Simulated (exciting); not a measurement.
Two BSE runs for the Si K edge of SiC (Moissanite 3C), space group F-43m. Run A: exciting, all-electron LAPW+lo, PBE, exchange and screened direct term (singlet BSE), 6×6×6 shifted k points, 11 conduction bands, |G+q| up to 3 bohr⁻¹, full RPA screening with nempty = 29, Lorentzian half width 0.45 eV. Run B has a fault in its input.

Energy from the Kohn–Sham onset, core level to the lowest empty state found on the meshes used; one zero for both, scaled to A's maximum:

```csv
E (eV),A,B
-4.0,0.01,0.00
-3.5,0.02,0.00
-3.0,0.02,0.01
-2.5,0.02,0.01
-2.0,0.03,0.01
-1.5,0.04,0.01
-1.0,0.06,0.02
-0.5,0.09,0.03
0.0,0.18,0.06
0.5,0.25,0.09
1.0,0.34,0.11
1.5,0.43,0.14
2.0,0.50,0.16
2.5,0.58,0.18
3.0,0.65,0.19
3.5,0.75,0.21
4.0,0.80,0.21
4.5,0.90,0.22
5.0,1.00,0.25
5.5,0.75,0.25
6.0,0.54,0.17
6.5,0.46,0.11
7.0,0.41,0.06
7.5,0.37,0.04
8.0,0.35,0.02
8.5,0.32,0.01
9.0,0.29,0.01
9.5,0.26,0.01
10.0,0.26,0.01
10.5,0.30,0.01
11.0,0.36,0.00
11.5,0.30,0.00
12.0,0.21,0.00
12.5,0.16,0.00
13.0,0.15,0.00
13.5,0.17,0.00
14.0,0.19,0.00
14.5,0.19,0.00
15.0,0.20,0.00
15.5,0.21,0.00
16.0,0.22,0.00
16.5,0.29,0.00
17.0,0.41,0.00
17.5,0.62,0.00
18.0,0.75,0.00
18.5,0.67,0.00
19.0,0.43,0.00
19.5,0.30,0.00
```

What most likely went wrong in run B?

Far too few conduction bands in the BSE (conduction bands from 11 to 2). Against run A the r.m.s. difference is 83 %. The highest maximum lies at 5.2 eV (0.26), against 4.9 eV (1.00). Transitions to the missing bands are absent and can't mix into the lines that are left. Other settings could leave a like mark; this is the change that was made.

[Banner, clock and machine lines of the logs are left out without a mark of their own.]

[Logs are printed without paths, hosts, clocks, repeated set-up lines and the standing remarks that a program may print on its own settings, such as how far it seeks lower states.]

[Hosts, paths, dates, database ids (printed as entryN), source tags and the programs' standing remarks are cut or masked in the printed files.]
